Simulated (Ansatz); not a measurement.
# Ga2H: one candidate of a structure search, part 2 of 2

Where does this trial cell of Ga2H go when cell and atoms are let free?

Ansatz 0.2.0; DFT PBE, scalar-relativistic, plane waves, PAW.

### 4 Full relaxation

The end of the coarse run is made exact in the group found at a tolerance of 0.06 Å and reduced to its primitive cell.

File input.yaml:

```yaml
crystal:
  lattice:
    - [4.4639500911, 0.0, 0.0]
    - [0.0, 4.4639500911, 0.0]
    - [0.0, 0.0, 4.4639500911]
  atoms:
    - { symbol: Ga, position: [0.25, 0.25, 0.25] }
    - { symbol: Ga, position: [0.75, 0.75, 0.25] }
    - { symbol: Ga, position: [0.75, 0.25, 0.75] }
    - { symbol: Ga, position: [0.25, 0.75, 0.75] }
    - { symbol: H, position: [0.0, 0.0, 0.0] }
    - { symbol: H, position: [0.5, 0.5, 0.5] }
basis:
  ecutwfc: 420
kpoints:
  mp_grid: { grid: [8, 8, 8] }
hamiltonian:
  xc: pbe
scf:
  occupations: { method: gaussian, width: 0.1 }
output:
  forces: true
  stress: true
  eigenvalues: true
relax:
  adjacent_minimum: "off"
  f_tol: 0.01
  max_steps: 80
  cell: { stress_tol: 0.05 }
```

On the command line:

```
ansatz run input.yaml --threads 1 --pin off --max-ram 2048MiB --backend cpu --events-out ev --progress --plain --runs-dir out
```

The log of the run (excerpt; [...] marks lines left out):

```text
Warning: RAYON_NUM_THREADS=1 ignored (pool sized by the plan → 1); use --threads N
[...]
Pseudopotentials: kind: paw
Pseudopotential: Ga, paw, valence charge 13, recommended cutoff 420 eV (normal), Ga.paw.azcp
Pseudopotential: H, paw, valence charge 1, recommended cutoff 420 eV (normal), H.paw.azcp
Functional definition: PBE
[...]
Crystal: 6 atoms, lattice volume = 88.952 Å³
Basis set: ecut = 420 eV, 1743 PW (Γ), exchange–correlation on 60×60×60 points (8 copies of the dense FFT grid, shifted against one another)
Bands: 33, of which v1, the nominal top of the filled ones, is band 27 counted from 1 (26 counted from 0)
Symmetry: 48 space group operations
Space group: Pn-3m (ITA 224), of the structure as read, at distance tolerance 4.5e-5 Å
k-points: 35 of 512
[...]
SCF iter   1: F=—  HF=-15161.948696 eV  |F-HF|=—  |Δ(HF+E_count)|=         —  Δρ=1.76e-3  dr2=1.27e-3  ethr=1.77e-3  ⟨swp⟩=5.5  Hψ=4295  notcnv=0  defer=1
[...]
       -0.000000      -0.004552      -0.000000
       -0.000000      -0.000000      -0.004552
  P = ⅓ Tr σ = -0.0046 GPa (-0.046 kbar)
--- Band table (eV; the first three rows and the last of 35) ---
[...]
--- Relaxed structure (3 steps of the walk, 3 accepted, 1 SCFs on fresh bases) ---
  F+E_penalty+E_count = -15161.95082721 eV   max|allowed force component| = 5.060e-19 eV/Å   (the final SCF, on the basis selected at the relaxed cell)
  cell:  # Å, volume = 90.4800 Å³
    - [4.48935711547869, -8.024708101613482e-35, -9.62964972193618e-35]
    - [-2.728400754548584e-34, 4.48935711547869, 0.0]
    - [-9.62964972193618e-35, 0.0, 4.48935711547869]
  atoms:
    - { symbol: Ga, position: [0.25, 0.25, 0.25] }
    - { symbol: Ga, position: [0.7500000000000001, 0.7500000000000001, 0.25] }
    - { symbol: Ga, position: [0.7500000000000001, 0.25, 0.7500000000000001] }
    - { symbol: Ga, position: [0.25, 0.7500000000000001, 0.7500000000000001] }
    - { symbol: H, position: [7.288052830203343e-35, -2.3519512730536786e-35, -5.572776264814588e-35] }
    - { symbol: H, position: [0.5, 0.5, 0.5] }
```

It took 47 s on 1 thread of Arm Neoverse N1, shared host; peak memory 0.42 GiB.

Relaxation path:

| step | E - E(step 1) (eV/cell) | largest force component (eV/Å) | pressure (GPa) | volume (Å³) |
| --- | --- | --- | --- | --- |
| 1 | 0.0000 | 0.0000 | 0.73 | 88.95 |
| 2 | -0.0022 | 0.0000 | -0.16 | 90.82 |
| 3 | -0.0025 | 0.0000 | -0.01 | 90.48 |
| 4 | -0.0034 | 0.0000 | 0.00 | 90.48 |

Step 1 is the start. Step 4 repeats the geometry before it on a plane-wave basis chosen anew for that cell, so its energy need not be comparable with the rows above.

|  | before | after | change |
| --- | --- | --- | --- |
| a (Å) | 4.464 | 4.489 | +0.6 % |
| b (Å) | 4.464 | 4.489 | +0.6 % |
| c (Å) | 4.464 | 4.489 | +0.6 % |
| volume (Å³/atom) | 14.83 | 15.08 | +1.7 % |
| shortest distance (Å) | 1.933 | 1.944 | +0.6 % |
| space group (0.01 Å) | Pn-3m | Pn-3m | same |

Forces and stress were held to the start's 48 operations: a distortion of lower symmetry was not tested.

### 5 Changing settings: dr2_threshold 1.0e-09

input.yaml, as its differences from that of step 4:

```diff
@@ -2,5 +2,5 @@
   lattice:
-    - [4.4639500911, 0.0, 0.0]
-    - [0.0, 4.4639500911, 0.0]
-    - [0.0, 0.0, 4.4639500911]
+    - [4.4893571155, 0.0, 0.0]
+    - [0.0, 4.4893571155, 0.0]
+    - [0.0, 0.0, 4.4893571155]
   atoms:
@@ -20,10 +20,6 @@
   occupations: { method: gaussian, width: 0.1 }
+  convergence: { dr2_threshold: 1.0e-09 }
 output:
   forces: true
+  eigenvalues: true
   stress: true
-  eigenvalues: true
-relax:
-  adjacent_minimum: "off"
-  f_tol: 0.01
-  max_steps: 80
-  cell: { stress_tol: 0.05 }
```

On the command line:

```
ansatz run input.yaml --threads 1 --pin off --max-ram 2048MiB --backend cpu --events-out ev --progress --plain --runs-dir out
```

The log of the run (excerpt; [...] marks lines left out):

```text
Warning: output.stress: scf.convergence.dr2_threshold = 1e-9 eV is looser than the 6e-10 eV advised for a printed stress (1e-10 eV for each atom of the cell: 6). What an SCF threshold leaves in a stress goes as its square root, and in the free energy as the threshold itself, and one [...]
Warning: RAYON_NUM_THREADS=1 ignored (pool sized by the plan → 1); use --threads N
[...]
[... 4 set-up lines as earlier in the session ...]
[...]
Crystal: 6 atoms, lattice volume = 90.480 Å³
Basis set: ecut = 420 eV, 1791 PW (Γ), exchange–correlation on 64×64×64 points (8 copies of the dense FFT grid, shifted against one another)
Bands: 33, of which v1, the nominal top of the filled ones, is band 27 counted from 1 (26 counted from 0)
[... 2 set-up lines as earlier in the session ...]
k-points: 35 of 512
[...]
SCF iter   1: F=—  HF=-15161.952081 eV  |F-HF|=—  |Δ(HF+E_count)|=         —  Δρ=1.77e-3  dr2=1.32e-3  ethr=1.77e-3  ⟨swp⟩=5.5  Hψ=4328  notcnv=0  defer=1
[...]
SCF iter   8: F=-15161.950827 eV  HF=-15161.950827 eV  |F-HF|=1.15e-9  |Δ(HF+E_count)|=  8.53e-10  Δρ=1.08e-6  dr2=7.18e-10  ethr=1.85e-12  ⟨swp⟩=7.1  Hψ=4919  notcnv=0
[...]
SCF converged after 8 iterations
Free energy (F): -15161.950827 eV
[...]
E sigma→0 (E₀):  -15161.945320 eV
Entropy (-TS):   -0.011015 eV (-1.836 meV/atom)
Fermi energy:    7.902153 eV
[...]
--- Forces (eV/Å), atoms counted from 1 ---
  atom   1  Ga     0.00000000    -0.00000000     0.00000000
  atom   2  Ga     0.00000000    -0.00000000    -0.00000000
  atom   3  Ga     0.00000000     0.00000000     0.00000000
  atom   4  Ga     0.00000000     0.00000000     0.00000000
  atom   5  H      0.00000000     0.00000000    -0.00000000
  atom   6  H      0.00000000     0.00000000     0.00000000
[...]
--- Stress (GPa, compression-positive) ---
       -0.004567       0.000000       0.000000
        0.000000      -0.004567       0.000000
       -0.000000       0.000000      -0.004567
  P = ⅓ Tr σ = -0.0046 GPa (-0.046 kbar)
--- Band table (eV; the first three rows and the last of 35) ---
[...]
```

Run time: 13 s. Hardware: 1 thread of Arm Neoverse N1, shared host; peak memory 0.4 GiB.

| run | ending | energy change | pressure (GPa) | gap (eV) | force (eV/Å) | cycles | time |
| --- | --- | --- | --- | --- | --- | --- | --- |
| step 4 | converged | 0 | 0.0 | 0.00 | 0.00 | - | 47 s |
| variant | converged | 0.0 meV/atom | 0.0 | 0.00 | 0.00 | 8 | 13 s |

With the changed convergence setting the energy agrees within 0.5 meV/atom.

### 6 What came out

What follows sums up all 2 parts. Changes of volume or cell count from the first structure of part 1.

| quantity | value |
| --- | --- |
| symmetry at the end (tolerance 0.05 Å) | space group Pn-3m (No. 224) |
| conventional cell | a = 4.489 Å, b = 4.489 Å, c = 4.489 Å, α = 90.00°, β = 90.00°, γ = 90.00° |
| volume | 15.08 Å³/atom |
| energy over the elements (uncorrected; H, N, O, F and Cl as molecules) | +0.31 eV/atom |
| gap on the mesh | none (metal) |

**Reading.** The space group Pn-3m (No. 224) is kept, and the volume per atom shrinks by 16.4 % from the first guess. With a positive formation energy it can't be a ground state. No finished test with a distortion of lower symmetry is shown, so the end may be a saddle point.
